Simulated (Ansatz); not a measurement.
CaF2 (fluorite), frozen-phonon scan

CaF2 (fluorite)

```xyz
6
Lattice="0.0000 5.5111 5.5111 2.7555 2.7555 5.5111 2.7555 2.7555 0.0000" Properties=species:S:1:pos:R:3 pbc="T T T"
Ca     0.0000     0.0000     0.0000
Ca     2.7555     5.5111     2.7555
F      4.1333     9.6444     9.6444
F      4.1333     6.8888     6.8888
F      1.3778     1.3778     1.3778
F      1.3778     4.1333     4.1333
```

A phonon eigenvector at X = (0.5, 0.5, 0.0) is frozen into this cell: atom i moves by Q times the vector below, so Q is the largest atomic displacement, in Å. The cell is held. It is one choice among 2 degenerate patterns. (q is in reciprocal vectors of the primitive cell; the cell shown is doubled to hold the pattern.)

```
atom      x       y      z
----  -----  ------  -----
F3    0.000  -1.000  0.000
F4    0.000   1.000  0.000
F5    0.000   1.000  0.000
F6    0.000  -1.000  0.000
```

Atoms not listed stay in place.

The numbers are results of PBE (plane waves to 420 eV, PAW, scalar-relativistic; Ansatz, a first-principles code), not measurements. k mesh 10×10×10 (Γ-centred), Fermi-Dirac smearing 0.05 eV. E stands for the smeared free energy. Stress and pressure are positive under compression. CaF2 was relaxed with its symmetry unable to fall. The zero of ΔE is the undisplaced structure.

| Q (Å) | ΔE (meV/cell) | P (GPa) | −dE/dQ from forces (eV/Å) |
|---|---|---|---|
| -0.280 | 287.9 | 3.02 | 2.135 |
| -0.233 | 197.5 | 2.10 | 1.742 |
| -0.187 | 125.0 | 1.35 | 1.367 |
| -0.140 | 69.7 | 0.76 | 1.007 |
| -0.093 | 30.7 | 0.34 | 0.663 |
| -0.047 | 7.7 | 0.08 | 0.328 |
| 0.000 | 0.0 | 0.00 | 0.000 |
| 0.047 | 7.7 | 0.08 | -0.328 |
| 0.093 | 30.7 | 0.34 | -0.663 |
| 0.140 | 69.7 | 0.76 | -1.007 |
| 0.187 | 125.0 | 1.35 | -1.367 |
| 0.233 | 197.5 | 2.10 | -1.742 |
| 0.280 | 287.9 | 3.02 | -2.135 |

What the scan shows:

| Item | Result |
|---|---|
| Energy at Q = 0.280 Å | 287.9 meV/cell |
| Space group of the distorted cell | Cmce (No. 64), lowered from Fm-3m |
| Symmetry of the curve | even: the same for both signs |
| Shape of the curve | a single well with its minimum at or next to zero displacement |
| Harmonic wavenumber from the curvature (finite differences) | 158 cm⁻¹ |
| Wavenumber by perturbation theory (DFPT, on another k mesh) | 158 cm⁻¹ |

(A displaced cell: forces are minus the slopes of the energy, force constants its curvatures, and phonons follow from these.)
